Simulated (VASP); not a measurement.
# GaN: elastic constants with PBE

Crystal: GaN.

```
Ga N
1.0
     3.21881    0.00000    0.00000
    -1.60940    2.78757    0.00000
     0.00000    0.00000    5.24105
Ga N
2 2
Direct
  0.33333 0.66667 0.99997
  0.66667 0.33333 0.49997
  0.33333 0.66667 0.37683
  0.66667 0.33333 0.87683
```

The cell was built by a generator and needn't be a form met in nature.

| Property | Result |
| --- | --- |
| Program | VASP 6.6.1 |
| Task | elastic constants |
| Functional | PBE |
| Potentials or basis | VASP PAW PBE potentials, release 64 (Ga_d, N) |
| Cutoff | 600 eV |
| k mesh | 10 × 10 × 6 |
| Occupations | fermi-dirac, width 0.05 eV |
| Spin | no spin polarisation |
| Ions in elastic constants | relaxed |
| Further INCAR settings | ALGO = Normal; EDIFF = 1e-08; IBRION = 6; POTIM = 0.015; NSW = 1; ISIF = 3 |

```
Voigt bulk modulus                                      : 171 GPa
Highest phonon frequency at Γ, LO-TO splitting left out : 654 cm⁻¹
```

Phonon frequencies in cm⁻¹ (negative: imaginary):
```tsv
q point	frequencies
(0.000, 0.000, 0.000)	0 0 0 136 136 319 498 521 521 529 529 654
```

Elastic tensor in Voigt notation (GPa, in the Cartesian axes of the cell as first typed):
```
322 112  78   0   0   0
112 322  78   0   0   0
 78  78 356   0   0   0
  0   0   0  89   0   0
  0   0   0   0  89   0
  0   0   0   0   0 105
```

Clamped-ion elastic tensor (GPa):
```
371  88  55   0   0   0
 88 371  55   0   0   0
 55  55 401   0   0   0
  0   0   0 102   0   0
  0   0   0   0 102   0
  0   0   0   0   0 142
```

It took 12 min on 4 MPI ranks on Intel(R) Xeon(R) Platinum 8488C (Sapphire Rapids), with other jobs on the host, peak memory 0.63 GiB a rank.
